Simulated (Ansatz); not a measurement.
Structure relaxation of Hg

These are results of Ansatz, DFT PBE, scalar-relativistic, plane waves, PAW, not measurements. Cutoff 420 eV, Γ-centred k mesh, Gaussian smearing, no spin polarisation in the final step.

The start is a database structure of Hg, space group P6_3/mmc (No. 194).

```
CELL_PARAMETERS angstrom
3.44194 0.00000 0.00000
-1.72097 2.98081 0.00000
0.00000 0.00000 11.06233
ATOMIC_POSITIONS crystal
Hg 0.00000 0.00000 0.00000
Hg 0.33333 0.66667 0.25000
Hg 0.00000 0.00000 0.50000
Hg 0.66667 0.33333 0.75000
```

Steps on the 15×15×4 mesh (4 atoms). 4 of 7 steps are shown, and the free energy counts from the last. Trial steps that were taken back and renewals of the plane-wave basis can be among the rows.

| step | ΔF (meV/atom) | V (Å³/atom) | P (GPa) |
| --- | --- | --- | --- |
| 1 | 7.3 | 28.37 | 0.84 |
| 2 | 4.6 | 29.00 | 0.62 |
| 3 | 0.8 | 30.92 | 0.11 |
| 7 | 0.0 | 31.37 | -0.02 |

A final relaxation ran on a 12×12×4 mesh. The relaxed crystal, P6_3/mmc (No. 194):

```
Hg
1.0
     3.58993    0.00000    0.00000
    -1.79497    3.10897    0.00000
     0.00000    0.00000   11.24414
Hg
4
Direct
  0.00000 0.00000 0.00000
  0.33333 0.66667 0.25000
  0.00000 0.00000 0.50000
  0.66667 0.33333 0.75000
```

* Volume per atom: 31.37 Å³
* Density: 10.62 g/cm³
* Gap on the 12×12×4 mesh: 0.30 eV

The final run used a 12×12×4 mesh on its 4-atom cell and 0.01 eV smearing. Spin–orbit coupling is left out.

A structure relaxed within its symmetry needn't be a true minimum.